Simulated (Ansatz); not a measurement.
## BaTiO3 under strain

Level of theory: Ansatz 0.2.0, DFT r2SCAN+U, scalar-relativistic, plane waves, PAW. Settings: 500 eV cutoff, 6×4×4 k-mesh, Gaussian smearing of 0.02 eV, no spin polarisation, U_eff Ti 4.0 eV on d shells.

Starting point, cell and atoms relaxed:

```
CELL_PARAMETERS angstrom
3.99520 0.00000 0.00000
0.00000 5.68473 0.00000
0.00000 0.00000 5.69595
ATOMIC_POSITIONS crystal
Ba 0.00000 0.50000 0.50114
Ba 0.00000 0.00000 0.00114
Ti 0.50000 0.50000 0.01031
Ti 0.50000 0.00000 0.51031
O 0.50000 0.74632 0.23851
O 0.50000 0.25368 0.23851
O 0.00000 0.50000 0.99143
O 0.50000 0.24632 0.73851
O 0.50000 0.75368 0.73851
O 0.00000 0.00000 0.49143
```

Deformation: biaxial strain in the a-b plane, with the length and tilt of c and the atoms relaxed, all within the symmetry that the strain leaves. Energies are extrapolated to zero smearing. Gaps are generalised Kohn–Sham gaps over the whole zone.

Spin-orbit coupling is left out, which matters for the bands and energies of heavy elements.

```tsv
strain (%)	ΔE (meV/atom)	a (Å)	b (Å)	c (Å)	gap (eV)
-6.0	126.7	3.755	5.344	5.920	2.69
-4.0	53.3	3.835	5.457	5.820	2.69
-2.0	12.5	3.915	5.571	5.748	2.75
+0.0	0.0	3.995	5.685	5.696	2.83
+2.0	11.0	4.075	5.798	5.655	2.84
+4.0	41.2	4.155	5.912	5.622	2.81
+6.0	86.6	4.235	6.026	5.594	2.78
```

(1) What stiffness (1/V) d²E/dε² at zero strain does a cubic fit over all points give?

(2) How does the free axis c answer a small strain?

(3) How fast does the gap move with strain on either side?

Answers

(1) A cubic fit gives (1/V) d²E/dε² = 734 GPa at zero strain (twice the biaxial modulus).

(2) Between the innermost points its strain is -0.41 times the applied one.

(3) 39 meV per percent on the compressed side and 9 meV per percent on the stretched side.